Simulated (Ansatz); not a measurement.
Write a Python script for the Ansatz DFT code, driven from Python that makes a series of slab calculations of RbCl, space group Fm-3m. Use (first run): PBE, PAW, cutoff 510 eV, 4×4×1 k-points, Gaussian smearing of 0.15 eV.

`POSCAR_rbcl`
```text
RbCl
1.0
   0.00000000    3.27400000    3.27400000
   3.27400000    0.00000000    3.27400000
   3.27400000    3.27400000    0.00000000
Rb Cl
1 1
Direct
   0.00000000    0.00000000    0.00000000
   0.50000000    0.50000000    0.50000000
```

`rbcl.py`:
```python
import warnings

import ansatz as az
from ase.build import surface
from ase.io import read
import numpy as np
from tabulate import tabulate

SETTINGS = {
    'xc': 'PBE',
    'cutoff_ev': 510,
    'smearing': 'gaussian',
    'width_ev': 0.15,
    'tolerance': 1e-09,
    'kgrid': (4, 4, 1),
}


def main() -> None:
    warnings.simplefilter('ignore', az.DeckWarning)

    atoms = read('POSCAR_rbcl', format='vasp')
    rows = []
    for value in [3.0, 4.0, 5.0, 6.5, 8.0]:
        slab = surface(atoms, (1, 1, 0), 2, vacuum=value)
        slab.pbc = True
        base = (
            az.Crystal.from_ase(slab).calculation()
            .functional(SETTINGS['xc'])
            .basis(SETTINGS['cutoff_ev'])
            .occupations(SETTINGS['smearing'], width=SETTINGS['width_ev'])
            .scf(tolerance=SETTINGS['tolerance'])
            .kpoints(*SETTINGS['kgrid'])
            .electric_field(axis=3, dipole_correction=True)
        )
        rep = base.run(threads=1).report
        face = rep['work_function']
        rows.append((value, len(slab), rep['free_energy_ev'], face['dipole_moment_e_ang'], face.get('phi_plus_ev'), face.get('phi_minus_ev')))

    print(tabulate(rows, headers=['vacuum each side (A)', 'atoms', 'F (eV)', 'dipole (e A)', 'phi upper (eV)', 'phi lower (eV)'], floatfmt='.4f', missingval='-'))


if __name__ == '__main__':
    main()
```

```console
$ python rbcl.py
RunWarning: efield: at this solve's end the planar-averaged density reaches 1.42e-2 e/Å³ inside the ramp window [0.8422, 0.1578] (bound 1e-5 e/Å³); the window's nearer edge stands 1.54 Å from this [...]
  vacuum each side (A)    atoms      F (eV)    dipole (e A)    phi upper (eV)    phi lower (eV)
----------------------  -------  ----------  --------------  ----------------  ----------------
                3.0000        4  -8701.2455          0.0000            3.6106            3.6564
                4.0000        4  -8701.2512          0.0000            3.6804            3.6834
                5.0000        4  -8701.2517         -0.0000            3.6290            3.6290
                6.5000        4  -8701.2517         -0.0000            3.5954            3.5954
                8.0000        4  -8701.2517          0.0000            3.5880            3.5880
```
(Warnings from the package without file and line, shortened, repeats left out.)

Notes:
- Total energies depend on the potentials; only differences at equal settings carry meaning. A total without «per atom» is that of the whole cell that was run.
- The density doesn't vanish in the vacuum (a short gap or a low cutoff), which blurs the vacuum level.
- In a slab with a gap the Fermi level, and so this work function, hangs on the smearing.
- The structure is a deposited one; some such entries were measured under pressure or heat, so a shift against it needn't be the functional's error alone.
- The slabs are thin, unrelaxed cuts of the structure as given, on a modest mesh, so the surface energy isn't converged; Miller indices refer to the cell as typed, and unlike faces give only a mean.
- The script silences the warnings on its input, which a real study should read.
- Finished in 21 s on 1 thread of Arm Neoverse V1, with other jobs on the host, peak memory 0.58 GiB.
